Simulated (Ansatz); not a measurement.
A series in volume scale on BN

Periodic Kohn-Sham DFT of a crystal at fixed atoms, scaled to volume_scale times the given cell; pressure positive in compression, energy less spherical unpolarised free atoms, largest_vzz the field gradient of largest size among the nuclei. The results are calculated, by Ansatz 0.2.0.

The cell before it is scaled or strained (space group P6_3/mmc, No. 194):
```
CELL_PARAMETERS angstrom
2.50400 0.00000 0.00000
-1.25200 2.16850 0.00000
0.00000 0.00000 6.66120
ATOMIC_POSITIONS crystal
B 0.33333 0.66667 0.25000
B 0.66667 0.33333 0.75000
N 0.33333 0.66667 0.75000
N 0.66667 0.33333 0.25000
```

Settings of every row: method all-electron PAW; functional PBEsol; relativity scalar; k mesh 11x11x4; filling fermi-dirac; smearing width 0.02 eV; nucleus gaussian.

Atom start moment: 0 on all atoms.

Limits: a layered crystal: even scaling strains the bonds within the layers, so this curve is stiffer than the crystal under pressure.

| row | volume scale | V (Å³/atom) | pressure (GPa) | largest V_zz (1e21 V/m^2) |
| --- | --- | --- | --- | --- |
| 1 | 0.94 | 8.5 | 17.225 | 2.967 |
| 2 | 0.96 | 8.681 | 11.098 | 2.931 |
| 3 | 0.98 | 8.862 | 5.511 | 2.896 |
| 4 | 0.99 | 8.952 | ? | ? |
| 5 | 1 | 9.043 | 0.414 | 2.86 |
| 6 | 1.01 | 9.133 | -1.966 | 2.843 |
| 7 | 1.02 | 9.223 | -4.239 | 2.825 |
| 8 | 1.04 | 9.404 | -8.486 | 2.79 |
| 9 | 1.06 | 9.585 | -12.365 | 2.755 |

Question: what pressure and largest V_zz should row 4 give?

Worked fit of pressure. Take u = (V_r/V)^(2/3) − 1 with V_r = 9.088 Å³ an atom, which is twice the finite (Eulerian) strain; such expansions in the strain, on which the Birch-Murnaghan equation of state is built, carry the rest volume and the bulk modulus. The shown rows have u = 0.0456, 0.03102, 0.01693, 0.00331, -0.00329, -0.00978, -0.02253, -0.03487. Least squares give pressure = −0.7939 + 359.22 × u + 786.02 × u² GPa; a straight line predicts inner rows, each left out in turn, worse (root mean square 0.4 against 0.0081 GPa). The rows lie off it by 0.004, -0.007, -0.002, 0.010, 0.001, -0.007, 0.002, -0.001 (root mean square 0.0053 GPa). The pressure vanishes at u = 0.0022, or V = 9.058 Å³ an atom, and there the bulk modulus at fixed shape and fractions is B = −V dP/dV = (2/3)(1 + u) dP/du = 242 GPa. Letting shape and atoms relax would as a rule lower it, by much in layered, chain or molecular crystals. The withheld row has u = 0.0101, so the fit gives −0.7939 + 359.22 × (0.0101) + 786.02 × (0.0101)² = 2.914 GPa.

The calculation gave 2.905 GPa. The fit lies 0.009 GPa (0.03 % of the column's range) above it; its largest miss of a shown row is 0.010 GPa.

Worked fit of largest V_zz. Take t = volume scale − 1. The shown rows have t = -0.06, -0.04, -0.02, 0, 0.01, 0.02, 0.04, 0.06. Their means are 0.00125 and 2.8584 1e21 V/m^2; the sums about the means are S_tt = 0.01129 and S_ty = -0.01993, whose ratio is the slope. Least squares give largest V_zz = 2.8606 − 1.766 × t 1e21 V/m^2. The rows lie off it by 0.000, 0.000, 0.000, -0.001, 0.000, 0.000, 0.000, 0.000. The withheld row has t = -0.01, so the fit gives 2.8606 − 1.766 × (-0.01) = 2.878 1e21 V/m^2.

The calculation gave 2.878 1e21 V/m^2. The fit meets it to the printed digit.
